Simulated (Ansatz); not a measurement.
CsPbI₃ (cubic perovskite)

```
CELL_PARAMETERS angstrom
      6.33267     0.00000     0.00000
      0.00000     6.33267     0.00000
      0.00000     0.00000     6.33267
ATOMIC_POSITIONS crystal
  Cs 0.00000 0.00000 0.00000
  Pb 0.50000 0.50000 0.50000
  I  0.00000 0.50000 0.50000
  I  0.50000 0.50000 0.00000
  I  0.50000 0.00000 0.50000
```

In this cell atom 1 (Cs, nearest neighbour I at 4.478 Å; its periodic images, 6.3 Å or more away, move with it) is moved by s towards the nearest neighbour, unit vector (-0.707, -0.707, 0.000); all other atoms and the cell stay fixed.

These are r2SCAN (plane waves to 500 eV, PAW, scalar-relativistic; Ansatz, a quantum-chemistry and plane-wave program) values and carry that method's errors. k mesh 4×4×4 (Γ-centred), Fermi-Dirac smearing 0.05 eV. Energies are smeared free energies. Compression counts positive. On this mesh the relaxed cell isn't quite at rest: it carries a pressure of 0.1 GPa (compression positive) at the zero of the scan. CsPbI3 was relaxed with its symmetry unable to fall. Spin-orbit coupling is left out, though I and Pb are heavy. This is a high-temperature form of CsPbI3. ΔE is measured from the undisplaced structure.

Q: What ΔE (meV/cell) and P (GPa) does the calculation give at s (Å) = -0.900, -0.540, -0.180, 0.180, 0.540, 0.900?

A: 
```json
[
 {"s (Å)": "-0.900", "ΔE (meV/cell)": "100.5", "P (GPa)": "0.69"},
 {"s (Å)": "-0.540", "ΔE (meV/cell)": "14.4", "P (GPa)": "0.30"},
 {"s (Å)": "-0.180", "ΔE (meV/cell)": "0.6", "P (GPa)": "0.15"},
 {"s (Å)": "0.180", "ΔE (meV/cell)": "0.6", "P (GPa)": "0.15"},
 {"s (Å)": "0.540", "ΔE (meV/cell)": "14.4", "P (GPa)": "0.30"},
 {"s (Å)": "0.900", "ΔE (meV/cell)": "100.5", "P (GPa)": "0.69"}
]
```

(A displaced cell: forces are minus the slopes of the energy, force constants its curvatures, and phonons follow from these.)
